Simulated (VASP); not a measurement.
Set up this calculation in VASP 6.6.1, as the native input.

| Item | Value |
| --- | --- |
| Task | relaxation of cell and atoms |
| Functional | PBE |
| Potentials or basis | VASP PAW PBE potentials, release 64 (Mg, O) |
| Cutoff | 520 eV |
| k mesh | 2 × 2 × 2 |
| Occupations | gaussian, width 0.02 eV |
| Spin | no spin polarisation |
| Further INCAR settings | ALGO = Normal; EDIFF = 1e-07; IBRION = 2; EDIFFG = -0.002; NSW = 80; ISIF = 3 |

The structure of MgO lies in POSCAR:

```
MgO                                     
1.0
    0.0000000000      2.1435737671      2.1435737671
    2.1435737671      0.0000000000      2.1435737671
    2.1435737671      2.1435737671     -0.0000000000
  Mg              O             
     1     1
Direct
     0.0000000000000000    0.0000000000000000    0.0000000000000000
     0.5000000000000000    0.5000000000000000    0.5000000000000000
```

These files were run (other wordings do the same):

INCAR

```
PREC = Accurate
ENCUT = 520
EDIFF = 1E-7
ISMEAR = 0
SIGMA = 0.02
LREAL = False
LASPH = True
NELM = 60
ALGO = Normal
ISIF = 3
LWAVE = False
LCHARG = False
GGA = PE
IBRION = 2
NSW = 80
EDIFFG = -0.002
```

KPOINTS

```
Automatic mesh
0
Gamma
  2 2 2
```

Potentials or basis: VASP PAW PBE potentials, release 64 (Mg, O).

Command:

```console
$ cat potpaw_PBE.64/Mg/POTCAR potpaw_PBE.64/O/POTCAR > POTCAR
$ mpirun -np 1 vasp_std > vasp.out
```

Results of the run:

```yaml
Relaxed_volume: 9.85 Å³/atom
Relaxed_cell: a = 3.032 Å, b = 3.032 Å, c = 3.032 Å, α = 60.00°, β = 60.00°, γ = 60.00°
Space_group_after_relaxing_to_0.05_Å: Fm-3m (No. 225)
Energy_gained_by_relaxing: 0.0 meV/atom
Ionic_steps: 2
Pressure_after_relaxing: 0.0 GPa
Band_gap_on_the_k_mesh: 3.96 eV, direct
```

Caveat: the k mesh is coarse (spacing up to 1.27 Å⁻¹), so the values aren't converged.

It took 3.6 s on 1 thread of AMD EPYC 7R13 Processor (Zen 3) (shared host), peak memory 0.1 GiB.
